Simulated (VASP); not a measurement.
# HfN (I-4m2) in VASP: notebook

One crystal, HfN, is run at these levels: PBEsol; tasks: single point.

Program: VASP 6.6.1. These are calculated values, not measurements. Logs are shortened: lines on timing, memory, paths and dates and some standing lists are left out, and cuts for length are marked.

**1. The cell of the first run**

It takes space group I-4m2 (No. 119, tetragonal). The conventional cell has a = 3.472 Å, b = 3.472 Å, c = 5.462 Å, α = 90.00°, β = 90.00°, γ = 90.00°. Around Hf (site symmetry -4m2) lie 4 N at 2.21 Å. Around N (site symmetry -4m2) lie 4 Hf at 2.21 Å.

The cell comes from a database or a generator and needn't be the stable form of this composition.

**2. Single point, PBEsol (strain +0.1125 x Voigt [0, 0, 1, 0, 0, 0], atoms carried along)**

File INCAR:

```
  PREC = Accurate
  ENCUT = 520
  EDIFF = 1E-6
  ISMEAR = 0
  SIGMA = 0.15
  LREAL = False
  LASPH = True
  NELM = 100
  ALGO = Fast
  ISIF = 2
  LWAVE = False
  LCHARG = False
  GGA = PS
  NBANDS = 14
```

File KPOINTS:

```
Automatic mesh
0
Gamma
  16 16 16
```

File POSCAR:

```
HfN
1.0
    0.0000000000      2.4548220000      2.7309894750
    2.4548220000      0.0000000000      2.7309894750
    2.4548220000      2.4548220000      0.0000000000
Hf N
1 1
Direct
    0.0000000000      0.0000000000      0.0000000000
    0.7500000000      0.7500000000      0.7500000000
```

Potentials or basis: VASP PAW PBE potentials, release 64 (Hf_pv, N).

On the command line:

```bash
cat potpaw_PBE.64/Hf_pv/POTCAR potpaw_PBE.64/N/POTCAR > POTCAR
mpirun -np 1 vasp_std > vasp.out
```

OUTCAR:

```text
PREC = Accurate
   ENCUT = 520
   EDIFF = 1E-6
   ISMEAR = 0
   LREAL = False
   LASPH = True
   NELM = 100
   ISIF = 2
   GGA = PS

 ion  position               nearest neighbor table
   1  0.000  0.000  0.000-   2 2.21   2 2.21   2 2.21   2 2.21
   2  0.750  0.750  0.750-   1 2.21   1 2.21   1 2.21   1 2.21

  LATTYP: Found a body centered tetragonal cell.
 ALAT       =     3.4716425656
 C/A-ratio  =     1.5733125881

  Lattice vectors:

 A1 = (  -2.4548220000,   0.0000000000,   2.7309894750)
 A2 = (   2.4548220000,   0.0000000000,   2.7309894750)
 A3 = (   0.0000000000,   2.4548220000,  -2.7309894750)

Analysis of symmetry for initial positions (statically):
=====================================================================
 Subroutine PRICEL returns:
 Original cell was already a primitive cell.

 Routine SETGRP: Setting up the symmetry group for a
 body centered tetragonal supercell.

 Subroutine GETGRP returns: Found  8 space group operations
 (whereof  8 operations were pure point group operations)
 out of a pool of 16 trial point group operations.

The static configuration has the point symmetry D_2d.

Analysis of symmetry for dynamics (positions and initial velocities):
=====================================================================
 Subroutine PRICEL returns:
 Original cell was already a primitive cell.

 Routine SETGRP: Setting up the symmetry group for a
 body centered tetragonal supercell.

 Subroutine GETGRP returns: Found  8 space group operations
 (whereof  8 operations were pure point group operations)
 out of a pool of 16 trial point group operations.

The dynamic configuration has the point symmetry D_2d.

 Subroutine INISYM returns: Found  8 space group operations
 (whereof  8 operations are pure point group operations),
 and found     1 'primitive' translations

----------------------------------------------------------------------------------------

                                     Primitive cell

  volume of cell :      32.9147

  direct lattice vectors                    reciprocal lattice vectors
     0.000000000  2.454822000  2.730989475    -0.203680756  0.203680756  0.183083825
     2.454822000  0.000000000  2.730989475     0.203680756 -0.203680756  0.183083825
     2.454822000  2.454822000  0.000000000     0.203680756  0.203680756 -0.183083825

  length of vectors
     3.672118539  3.672118539  3.471642566     0.341308347  0.341308347  0.341308347

  position of ions in fractional coordinates (direct lattice)
     0.000000000  0.000000000  0.000000000
     0.750000000  0.750000000  0.750000000
[... 90 lines left out ...]
   EMIN   =  10.00;   EMAX   =-10.00  energy-range for DOS
   EFERMI =   0.00;   METHOD = LEGACY
   ISMEAR =     0;   SIGMA  =   0.15  broadening in eV -4-tet -1-fermi 0-gaus
   EFERMI_NEDOS =   21; number of points for ismear=-14 and -15
   IALGO  =     68    algorithm
   IMIX   =      4    mixing-type and parameters
     AMIX     =   0.40;   BMIX     =  1.00
     AMIX_MAG =   1.60;   BMIX_MAG =  1.00
  volume/ion in A,a.u.               =      16.46       111.06
  Fermi-wavevector in a.u.,A,eV,Ry     =   1.259820  2.380715 21.594446  1.587147
  Thomas-Fermi vector in A             =   2.393361
   LORBIT       =      0    0 simple, 1 ext, 2 COOP (PROOUT), +10 PAW based schemes
   GGA     = PS    functional components
   LHFCALC =     F    Hartree Fock is set to
   AEXX    =    0.0000 exact exchange contribution
   IVDW    =     0    specifies the selected vdW correction
   LEPSILON=     F    determine dielectric tensor
   LRPA    =     F    only Hartree local field effects (RPA)
 non-spin polarized calculation
 RMM-DIIS sequential band-by-band and
 Gauss-broadening in eV      SIGMA  =   0.15
  energy-cutoff  :      520.00
  volume of cell :       32.91
 maximum number of plane-waves:       907
   NGX = 13   NGY = 13   NGZ = 13

 number of electron      15.0000000 magnetization

 Free energy of the ion-electron system (eV)
  ---------------------------------------------------
  ext. energy  EPLUGINS =         0.00000000
  ---------------------------------------------------
  free energy    TOTEN  =       -21.83257962 eV

  energy without entropy =      -21.82272820  energy(sigma->0) =      -21.82765391

 E-fermi :   4.8260     XC(G=0): -10.9048

 val. band max:        4.8224843722   @ k =   0.5000   0.0625   0.2500
 cond. band min:       4.8304128963   @ k =  -0.2500   0.0625   0.3125
 fundamental gap:      0.0079285241
 Fermi energy:         4.8259706373

 k-point     1 :       0.0000    0.0000    0.0000
  band No.  band energies     occupation
      1     -26.6413      2.00000
      2     -26.6413      2.00000
      3     -26.6179      2.00000
      4     -10.7211      2.00000
      5      -0.2919      2.00000
      6       0.0304      2.00000
      7       0.0304      2.00000
      8       3.7529      2.00000
      9       6.2444      0.00000
     10       7.3250      0.00000
     11       9.6266      0.00000
     12      11.1287      0.00000
     13      11.1287      0.00000
     14      16.6617      0.00000
[... 377 lines left out ...]
      1     -26.6770      2.00000
      2     -26.6419      2.00000
      3     -26.6239      2.00000
      4     -10.6216      2.00000
      5      -0.3441      2.00000
      6      -0.1415      2.00000
      7       0.0944      2.00000
      8       4.2903      2.00000
      9       6.3815      0.00000
     10       7.0114      0.00000
     11       9.6973      0.00000
     12      10.9163      0.00000
     13      11.3057      0.00000
     14      15.7390      0.00000

 [... further k-points ...]

------------------------ aborting loop because EDIFF is reached ----------------------------------------

  FORCE on cell =-STRESS in cart. coord.  units (eV):
  Direction    XX          YY          ZZ          XY          YZ          ZX
  --------------------------------------------------------------------------------------
  -------------------------------------------------------------------------------------
  Total       -3.3028645     -3.3028645     -6.8161579      0.0000000      0.0000000     -0.0000000
  in kB     -160.7723278   -160.7723278   -331.7876293      0.0000000      0.0000000     -0.0000000
  external PRESSURE =    -217.7774283 kB  Pullay stress =       0.0000000 kB

 VOLUME and BASIS-vectors are now :
 -----------------------------------------------------------------------------
  energy-cutoff  :      520.00
  volume of cell :       32.91
      direct lattice vectors                 reciprocal lattice vectors
     0.000000000  2.454822000  2.730989475    -0.203680756  0.203680756  0.183083825
     2.454822000  0.000000000  2.730989475     0.203680756 -0.203680756  0.183083825
     2.454822000  2.454822000  0.000000000     0.203680756  0.203680756 -0.183083825

 POSITION                                       TOTAL-FORCE (eV/Angst)
 -----------------------------------------------------------------------------------
      0.00000      0.00000      0.00000         0.000000      0.000000     -0.000000
      3.68223      3.68223      4.09648        -0.000000     -0.000000      0.000000
 -----------------------------------------------------------------------------------
    total drift:                                0.000000      0.000000     -0.000000

  FREE ENERGIE OF THE ION-ELECTRON SYSTEM (eV)
  ---------------------------------------------------
  free  energy   TOTEN  =       -21.8325796202 eV

  energy  without entropy=      -21.8227282047  energy(sigma->0) =      -21.82765391
```

stdout:

```text
POSCAR found type information on POSCAR HfN
 POSCAR found :  2 types and       2 ions
 scaLAPACK will be used
 -----------------------------------------------------------------------------
|                                                                             |
|                                                                             |
|     You enforced a specific xc type in the INCAR file but a different       |
|     I HOPE YOU KNOW WHAT YOU ARE DOING!                                     |
|                                                                             |
 -----------------------------------------------------------------------------

 LDA part: xc-table for (Slater+PW92), standard interpolation
 POSCAR, INCAR and KPOINTS ok, starting setup
 FFT: planning ... GRIDC
 FFT: planning ... GRID_SOFT
 FFT: planning ... GRID
 WAVECAR not read
 entering main loop
```

Run time: 1.7 min. Hardware: 1 thread of AMD EPYC 9R45 (Zen 5), shared host; peak memory 0.26 GiB.

What came out:

* Free energy: -21.8326 eV
* Pressure: -21.8 GPa
* Band gap on the k mesh: none (metal or under the smearing width)

Caveat: so large a pressure means that the cell lies far from this level's equilibrium, or that cutoff or potentials fall short; the potentials were made for another functional, which shifts forces and pressure.

**3. Single point, PBEsol (strain +0.1500 x Voigt [0, 0, 1, 0, 0, 0], atoms carried along)**

File INCAR:

```
  PREC = Accurate
  ENCUT = 520
  EDIFF = 1E-6
  ISMEAR = 0
  SIGMA = 0.15
  LREAL = F
  LASPH = T
  NELM = 100
  ALGO = Fast
  ISIF = 2
  LWAVE = F
  LCHARG = T
  GGA = PS
  LELF = T
  LVHAR = T
  NBANDS = 14
```

KPOINTS is that of step 2.

File POSCAR:

```
HfN
1.0
    0.0000000000      2.4548220000      2.8230453000
    2.4548220000      0.0000000000      2.8230453000
    2.4548220000      2.4548220000      0.0000000000
Hf N
1 1
Direct
    0.0000000000      0.0000000000      0.0000000000
    0.7500000000      0.7500000000      0.7500000000
```

Potentials or basis: VASP PAW PBE potentials, release 64 (Hf_pv, N).

On the command line:

```bash
cat potpaw_PBE.64/Hf_pv/POTCAR potpaw_PBE.64/N/POTCAR > POTCAR
mpirun -np 1 vasp_std > vasp.out
```

Wall time 1.7 min (1 thread of AMD EPYC 9R45 (Zen 5), shared host); peak memory 0.26 GiB.

Results (log left out):

```
Free energy            : -21.5810 eV
Pressure               : -25.2 GPa
Band gap on the k mesh : none (metal or under the smearing width)
```

Stress tensor (GPa, compression positive):
```
-18.13   0.00   0.00
  0.00 -18.13   0.00
  0.00   0.00 -39.37
```

Levels at points of the mesh, in eV from the Fermi level:
```csv
k point,band 5,band 6,band 7,band 8,band 9,band 10,band 11,band 12
"(0.00, 0.00, 0.00)",-4.97,-4.54,-4.54,-1.20,1.29,2.58,4.30,6.18
"(0.50, 0.00, 0.00)",-5.37,-4.62,-3.89,1.09,2.16,2.57,3.30,4.54
"(0.50, 0.50, 0.00)",-6.41,-3.03,-3.03,-1.44,1.49,3.42,3.77,3.77
"(0.50, 0.00, 0.50)",-6.01,-3.74,-3.31,-0.72,1.27,3.74,3.83,4.18
```

Caveat: so large a pressure means that the cell lies far from this level's equilibrium, or that cutoff or potentials fall short; the potentials were made for another functional, which shifts forces and pressure.
